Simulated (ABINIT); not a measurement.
Here is an ABINIT 10.8.3 (patched build) calculation.

run.abi

```
# Datasets: ground state, then fixed potential
ndtset 2

# Pseudopotentials
pp_dirpath "./"
pseudos "W.upf, C.upf"

# Structure
acell 5.4924889812 5.4924889812 5.3603971251
rprim
     1.0000000000     0.0000000000     0.0000000000
    -0.5000000000     0.8660254038     0.0000000000
     0.0000000000     0.0000000000     1.0000000000
ntypat 2
znucl 74 6
natom 2
typat 1 2
xred
     0.0000000000     0.0000000000     0.0000000000
     0.6666666667     0.3333333333     0.5000000000

# Plane-wave basis
ecut 41.0

# Exchange and correlation
ixc 11

# Bands and occupations
occopt 3
tsmear 0.00183747

# SCF cycle
nstep 100

# Output
iomode 3
prtwf 0
prteig 0
prtebands 0
enunit 1
prtden1 1
prtvha1 1
prtvclmb1 1
prtpot1 1
prtelf1 1

# Dataset 1
kptopt1 1
ngkpt1 10 10 9
nshiftk1 1
shiftk1 0.0 0.0 0.0
nband1 13
tolvrs1 1.0e-10

# Dataset 2: bands along G-M-K-G-A-L-H-A
iscf2 -2
getden2 1
nband2 19
nbdbuf2 4
tolwfr2 1.0e-11
kptopt2 -7
ndivsm2 8
prteig2 1
kptbounds2
     0.0000000000     0.0000000000     0.0000000000
     0.5000000000     0.0000000000     0.0000000000
     0.3333333333     0.3333333333     0.0000000000
     0.0000000000     0.0000000000     0.0000000000
     0.0000000000     0.0000000000     0.5000000000
     0.5000000000     0.0000000000     0.5000000000
     0.3333333333     0.3333333333     0.5000000000
     0.0000000000     0.0000000000     0.5000000000
```

Potentials or basis: PseudoDojo NC SR PBE v0.4.1 standard.

Command:

```bash
$ abinit run.abi > log 2>&1
```

(1) What does it give for the pressure?

(2) What does it give for the band gap on the k mesh?

Results:

(1) 5.7 GPa.

(2) none (metal or under the smearing width).

Caveat: spin-orbit coupling is left out, which moves the levels of the heavy elements.
